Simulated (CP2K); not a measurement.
# GaP (F-43m) in CP2K: reference runs, part 2 of 2

CP2K 2026.2. The steps go on from the part before.

## (4) Single point, PBE, 20.24 Å³/atom

gap_eos.inp reads:

```
&GLOBAL
  PROJECT gap_eos
  RUN_TYPE ENERGY_FORCE
  PRINT_LEVEL LOW
&END GLOBAL
&FORCE_EVAL
  METHOD QS
  STRESS_TENSOR ANALYTICAL
  &DFT
    BASIS_SET_FILE_NAME BASIS_MOLOPT_UZH
    POTENTIAL_FILE_NAME POTENTIAL_UZH
    &MGRID
      CUTOFF 450
      REL_CUTOFF 60
      NGRIDS 4
    &END MGRID
    &QS
      METHOD GPW
      EPS_DEFAULT 1.0E-10
    &END QS
    &KPOINTS
      SCHEME MONKHORST-PACK 8 8 8
      GAMMA_CENTERED T
      SYMMETRY T
      SYMMETRY_BACKEND SPGLIB
    &END KPOINTS
    &SCF
      SCF_GUESS ATOMIC
      EPS_SCF 1.0E-6
      MAX_SCF 100
      ADDED_MOS 10
      CHOLESKY OFF
      EPS_EIGVAL 1.0E-7
      &DIAGONALIZATION ON
        ALGORITHM STANDARD
      &END DIAGONALIZATION
      &MIXING ON
        METHOD BROYDEN_MIXING
        ALPHA 0.4
        BETA 1.5
        NBUFFER 8
      &END MIXING
      &SMEAR ON
        METHOD FERMI_DIRAC
        ELECTRONIC_TEMPERATURE 580.23
      &END SMEAR
    &END SCF
    &XC
      &XC_FUNCTIONAL
        &GGA_X_PBE
        &END GGA_X_PBE
        &GGA_C_PBE
        &END GGA_C_PBE
      &END XC_FUNCTIONAL
    &END XC
    &PRINT
      &KPOINTS ON
      &END KPOINTS
      &MULLIKEN ON
      &END MULLIKEN
      &MO ON
        ENERGIES T
        OCCUPATION_NUMBERS T
        &EACH
          QS_SCF 0
        &END EACH
        ADD_LAST NUMERIC
      &END MO
    &END PRINT
  &END DFT
  &SUBSYS
    &CELL
      A 3.8540855109 0.0000000000 0.0000000000
      B 1.9270427554 3.3377359608 0.0000000000
      C 1.9270427554 1.1125786536 3.1468476422
      PERIODIC XYZ
    &END CELL
    &COORD
      SCALED
      Ga  0.0000000000 0.0000000000 0.0000000000
      P   0.7500000000 0.7500000000 0.7500000000
    &END COORD
    &KIND Ga
      BASIS_SET TZVP-MOLOPT-PBE-GTH-q13
      POTENTIAL GTH-PBE-q13
    &END KIND
    &KIND P
      BASIS_SET TZVP-MOLOPT-PBE-GTH-q5
      POTENTIAL GTH-PBE-q5
    &END KIND
    &PRINT
      &ATOMIC_COORDINATES ON
      &END ATOMIC_COORDINATES
      &CELL ON
      &END CELL
    &END PRINT
  &END SUBSYS
  &PRINT
    &FORCES ON
    &END FORCES
    &STRESS_TENSOR ON
    &END STRESS_TENSOR
  &END PRINT
&END FORCE_EVAL
```

Launch:

```console
$ OMP_NUM_THREADS=1 cp2k.psmp -i gap_eos.inp -o gap_eos.out
```

It took 49 s on 1 thread of Arm Neoverse V2, shared host; peak memory 0.31 GiB.

The run converged. Its results:

```yaml
Free_energy: -2210.0202 eV
Pressure: 2.9 GPa
Band_gap_on_the_k_mesh: 1.66 eV, indirect (least direct gap 1.78 eV)
Mulliken_charges: Ga +0.39; P -0.39 e
```

Caveat: Mulliken charges move with the basis; the basis of atomic orbitals isn't converged, which shifts pressures, moduli and gaps.

## (5) Single point, PBE, 19.84 Å³/atom (volume scaled by 0.98)

Changes to gap_eos.inp since step 4:

```diff
@@ -11,2 +11,3 @@
     POTENTIAL_FILE_NAME POTENTIAL_UZH
+    WFN_RESTART_FILE_NAME previous-RESTART.kp
     &MGRID
@@ -27,3 +28,3 @@
     &SCF
-      SCF_GUESS ATOMIC
+      SCF_GUESS RESTART
       EPS_SCF 1.0E-6
@@ -72,5 +73,5 @@
     &CELL
-      A 3.8540855109 0.0000000000 0.0000000000
-      B 1.9270427554 3.3377359608 0.0000000000
-      C 1.9270427554 1.1125786536 3.1468476422
+      A 3.8282183858 0.0000000000 0.0000000000
+      B 1.9141091928 3.3153343733 0.0000000000
+      C 1.9141091928 1.1051114578 3.1257272230
       PERIODIC XYZ
```

Launch:

```console
$ OMP_NUM_THREADS=1 cp2k.psmp -i gap_eos.inp -o gap_eos.out
```

Run time: 38 s. Hardware: 1 thread of Arm Neoverse V2, shared host; peak memory 0.31 GiB.

It converged, with:

```yaml
Free_energy: -2210.0007 eV
Pressure: 4.8 GPa
Band_gap_on_the_k_mesh: 1.63 eV, indirect (least direct gap 1.95 eV)
Mulliken_charges: Ga +0.39; P -0.39 e
```

Caveat: Mulliken charges move with the basis; the basis of atomic orbitals isn't converged, which shifts pressures, moduli and gaps.

## (6) Single point, PBE, 20.65 Å³/atom (volume scaled by 1.02)

Changes to gap_eos.inp since step 5:

```diff
@@ -73,5 +73,5 @@
     &CELL
-      A 3.8282183858 0.0000000000 0.0000000000
-      B 1.9141091928 3.3153343733 0.0000000000
-      C 1.9141091928 1.1051114578 3.1257272230
+      A 3.8796099999 0.0000000000 0.0000000000
+      B 1.9398049999 3.3598408167 0.0000000000
+      C 1.9398049999 1.1199469389 3.1676883002
       PERIODIC XYZ
```

Potentials or basis: POTENTIAL_UZH Ga GTH-PBE-q13, P GTH-PBE-q5; TZVP-MOLOPT-PBE-GTH basis.

Launch:

```console
$ OMP_NUM_THREADS=1 cp2k.psmp -i gap_eos.inp -o gap_eos.out
```

It took 36 s on 1 thread of Arm Neoverse V2, shared host; peak memory 0.3 GiB.

Results (log left out):

| Property | Result |
| --- | --- |
| Free energy | -2210.0307 eV |
| Pressure | 1.3 GPa |
| Band gap on the k mesh | 1.61 eV, indirect (least direct gap 1.62 eV) |
| Mulliken charges | Ga +0.39; P -0.39 e |

Caveat: Mulliken charges move with the basis; the basis of atomic orbitals isn't converged, which shifts pressures, moduli and gaps.

## (7) Single point, PBE, 19.43 Å³/atom (volume scaled by 0.96)

Changes to gap_eos.inp since step 6:

```diff
@@ -73,5 +73,5 @@
     &CELL
-      A 3.8796099999 0.0000000000 0.0000000000
-      B 1.9398049999 3.3598408167 0.0000000000
-      C 1.9398049999 1.1199469389 3.1676883002
+      A 3.8019968890 0.0000000000 0.0000000000
+      B 1.9009984444 3.2926258910 0.0000000000
+      C 1.9009984444 1.0975419637 3.1043174605
       PERIODIC XYZ
```

Launch:

```console
$ OMP_NUM_THREADS=1 cp2k.psmp -i gap_eos.inp -o gap_eos.out
```

Wall time 42 s (1 thread of Arm Neoverse V2, shared host); peak memory 0.31 GiB.

Results (log left out):

| Quantity | Value |
| --- | --- |
| Free energy | -2209.9712 eV |
| Pressure | 6.9 GPa |
| Band gap on the k mesh | 1.60 eV, indirect (least direct gap 2.12 eV) |
| Mulliken charges | Ga +0.39; P -0.39 e |

Caveat: Mulliken charges move with the basis; the basis of atomic orbitals isn't converged, which shifts pressures, moduli and gaps.

## (8) Single point, PBE, 21.05 Å³/atom (volume scaled by 1.04)

Changes to gap_eos.inp since step 7:

```diff
@@ -73,5 +73,5 @@
     &CELL
-      A 3.8019968890 0.0000000000 0.0000000000
-      B 1.9009984444 3.2926258910 0.0000000000
-      C 1.9009984444 1.0975419637 3.1043174605
+      A 3.9048029785 0.0000000000 0.0000000000
+      B 1.9524014892 3.3816585762 0.0000000000
+      C 1.9524014892 1.1272195254 3.1882582811
       PERIODIC XYZ
```

Launch:

```console
$ OMP_NUM_THREADS=1 cp2k.psmp -i gap_eos.inp -o gap_eos.out
```

It took 35 s on 1 thread of Arm Neoverse V2, shared host; peak memory 0.3 GiB.

Results (log left out):

| Property | Result |
| --- | --- |
| Free energy | -2210.0332 eV |
| Pressure | -0.3 GPa |
| Band gap on the k mesh | 1.46 eV, direct |
| Mulliken charges | Ga +0.39; P -0.39 e |

Caveat: Mulliken charges move with the basis; the basis of atomic orbitals isn't converged, which shifts pressures, moduli and gaps.

## (9) Single point, PBE, 19.03 Å³/atom (volume scaled by 0.94)

Changes to gap_eos.inp since step 8:

```diff
@@ -73,5 +73,5 @@
     &CELL
-      A 3.9048029785 0.0000000000 0.0000000000
-      B 1.9524014892 3.3816585762 0.0000000000
-      C 1.9524014892 1.1272195254 3.1882582811
+      A 3.7754086283 0.0000000000 0.0000000000
+      B 1.8877043141 3.2695997818 0.0000000000
+      C 1.8877043141 1.0898665939 3.0826082365
       PERIODIC XYZ
```

Potentials or basis: POTENTIAL_UZH Ga GTH-PBE-q13, P GTH-PBE-q5; TZVP-MOLOPT-PBE-GTH basis.

Launch:

```console
$ OMP_NUM_THREADS=1 cp2k.psmp -i gap_eos.inp -o gap_eos.out
```

Run time: 43 s. Hardware: 1 thread of Arm Neoverse V2, shared host; peak memory 0.3 GiB.

Results (log left out):

| Item | Value |
| --- | --- |
| Free energy | -2209.9305 eV |
| Pressure | 9.2 GPa |
| Band gap on the k mesh | 1.55 eV, indirect (least direct gap 2.30 eV) |
| Mulliken charges | Ga +0.39; P -0.39 e |

Caveat: Mulliken charges move with the basis; the basis of atomic orbitals isn't converged, which shifts pressures, moduli and gaps.

## (10) Single point, PBE, 21.45 Å³/atom (volume scaled by 1.06)

Changes to gap_eos.inp since step 9:

```diff
@@ -73,5 +73,5 @@
     &CELL
-      A 3.7754086283 0.0000000000 0.0000000000
-      B 1.8877043141 3.2695997818 0.0000000000
-      C 1.8877043141 1.0898665939 3.0826082365
+      A 3.9296750056 0.0000000000 0.0000000000
+      B 1.9648375028 3.4031983835 0.0000000000
+      C 1.9648375028 1.1343994612 3.2085662062
       PERIODIC XYZ
```

Launch:

```console
$ OMP_NUM_THREADS=1 cp2k.psmp -i gap_eos.inp -o gap_eos.out
```

Run time: 35 s. Hardware: 1 thread of Arm Neoverse V2, shared host; peak memory 0.3 GiB.

The run converged. Its results:

- Free energy: -2210.0284 eV
- Pressure: -1.6 GPa
- Band gap on the k mesh: 1.31 eV, direct
- Mulliken charges: Ga +0.38; P -0.38 e

Caveat: Mulliken charges move with the basis; the basis of atomic orbitals isn't converged, which shifts pressures, moduli and gaps.

## (11) Equation of state, PBE

This step only gathers the single runs of the series.

What came out:

* Equilibrium volume: 20.98 Å³/atom
* Bulk modulus: 76 GPa
* Pressure derivative of the bulk modulus: 4.5

Energy against volume, from the lowest point:
```csv
volume (Å³/atom),energy (meV/atom)
19.026,51.34
19.431,31.00
19.836,16.24
20.240,6.48
20.645,1.22
21.050,0.00
21.455,2.40
```

Caveat: the basis of atomic orbitals isn't converged, which shifts pressures, moduli and gaps.

## (12) Overview

```csv
task,cell,NGRIDS,gap on the mesh (eV),pressure (GPa)
single point,as given,5,1.66,2.9
single point,"atoms moved at random, drawn with an rms of 0.05 Å",4,1.43,3.1
equation of state,as given,4,-,-
```

Alike in all rows: level PBE; potentials or basis POTENTIAL_UZH Ga GTH-PBE-q13, P GTH-PBE-q5; TZVP-MOLOPT-PBE-GTH basis; no spin polarisation; k mesh 8 × 8 × 8; smearing fermi-dirac 0.05 eV.

Caveats: the basis of atomic orbitals isn't converged, which shifts pressures, moduli and gaps.

Total energies depend on the potentials used, so only differences within one code and one set of settings carry meaning.

## (13) How close it comes

Step 2. A measured gap of GaP is 2.34 eV (indirect; 10 K; quoted in “Stacking defects in GaP nanowires: Electronic structure and optical properties”, 2018, arxiv:1810.01194); the calculated 1.66 eV misses it by -0.68 eV. Spin-orbit coupling on Ga is left out. The value is that of PBE in an atomic basis (POTENTIAL_UZH Ga GTH-PBE-q13, P GTH-PBE-q5; TZVP-MOLOPT-PBE-GTH basis), whose error adds to the functional's, on a finite k mesh, which can miss the band edges, without temperature or zero-point motion. Semilocal functionals fall short of measured gaps as a rule.

Step 11. Measured bulk modulus of GaP: 87.5 GPa (“Phosphorous dimerization in GaP at high pressure”, 2017, arxiv:1709.06667). This calculation gives 76 GPa (-13.4 %). The fit is for a static lattice scaled at fixed shape and fixed fractional positions.
